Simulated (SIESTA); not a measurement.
AlAu:

```
Au Al
1.0
     3.22394    0.00000    0.00000
     0.00000    3.22394    0.00000
     0.00000    0.00000    3.22394
Au Al
1 1
Direct
  0.50000 0.50000 0.50000
  0.00000 0.00000 0.00000
```

The cell comes from a database or a generator and needn't be the stable form of this composition.

```yaml
Program: SIESTA 5.4.2
Task: relaxation of cell and atoms
Functional: vdW-DF2
Potentials_or_basis: PseudoDojo 0.4 standard (PBE files)
Basis: DZP (energy shift 0.003 Ry; two zetas on semicore shells)
Grid_cutoff: 800 Ry
Energy_shift: 0.003 Ry
k_mesh: 6 × 6 × 6
Occupations: fermi-dirac, width 0.05 eV
Spin: no spin polarisation
```

At the start: pressure 10.2 GPa; volume 16.75 Å³/atom.

Question: Where does the relaxation end?

Answer: Over 6 steps the energy falls by 51.0 meV/atom and the volume is 18.88 Å³/atom (+12.7 %); space group Pm-3m (No. 221, to 0.05 Å).

Step by step:
| step | energy change (eV) | largest force (eV/Å) | pressure (GPa) | volume (Å³) |
| --- | --- | --- | --- | --- |
| 1 | 0.0000 | 0.0000 | 10.22 | 33.51 |
| 2 | -0.0109 | 0.0000 | 9.52 | 33.69 |
| 3 | -0.0946 | 0.0000 | 1.92 | 36.36 |
| 4 | -0.0999 | 0.0000 | 0.72 | 37.18 |
| 5 | -0.1016 | 0.0000 | 0.22 | 37.61 |
| 6 | -0.1020 | 0.0000 | 0.05 | 37.77 |

Final structure:
```yaml
crystal:
  lattice:
    - [3.35503, 0.00000, 0.00000]
    - [0.00000, 3.35503, 0.00000]
    - [0.00000, 0.00000, 3.35503]
  atoms:
    - { symbol: Au, position: [0.50000, 0.50000, 0.50000] }
    - { symbol: Al, position: [0.00000, 0.00000, 0.00000] }
```

Caveat: short orbitals over semicore shells can move pressures by several GPa; the potentials were made for another functional, which shifts forces and pressure; the basis of atomic orbitals isn't converged, which shifts pressures, moduli and gaps.
